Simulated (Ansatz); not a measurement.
The system is Eu.

```
Eu
1.0
    -2.30300    2.30300    2.30300
     2.30300   -2.30300    2.30300
     2.30300    2.30300   -2.30300
Eu
1
Direct
  0.00000 0.00000 0.00000
```

Base run:

| Item | Value |
| --- | --- |
| Program | Ansatz 0.2.0 |
| Functional | LDA |
| Potentials or basis | all-electron LAPW, scalar-relativistic |
| Cutoff | 158 eV |
| Density cutoff | 631 eV |
| Basis error allowed | 0.001 eV/atom |
| k mesh | 8 × 8 × 8 |
| Occupations | fermi-dirac, width 0.05 eV |
| Spin | collinear spin, ferromagnetic start |
| Starting moments | [7.0] μB |

Its results: pressure -3.5 GPa; net moment 7.29 μB per cell; site moments Eu +7.15 μB.

Question: The run is repeated on the same cell with these changes: functional from LDA to PBEsol; k mesh from 8 × 8 × 8 to 6 × 6 × 6. What comes out?

Answer: Pressure -2.6 GPa; net moment 7.48 μB per cell; site moments Eu +7.27 μB.

Several settings changed at once, so the effect can't be laid on one alone.

Caveats: an open f shell can end in a state above the lowest; the k mesh is thin for a metal, which can move the energy by tens of meV per atom (some runs).

Not every run made on this cell is shown here.
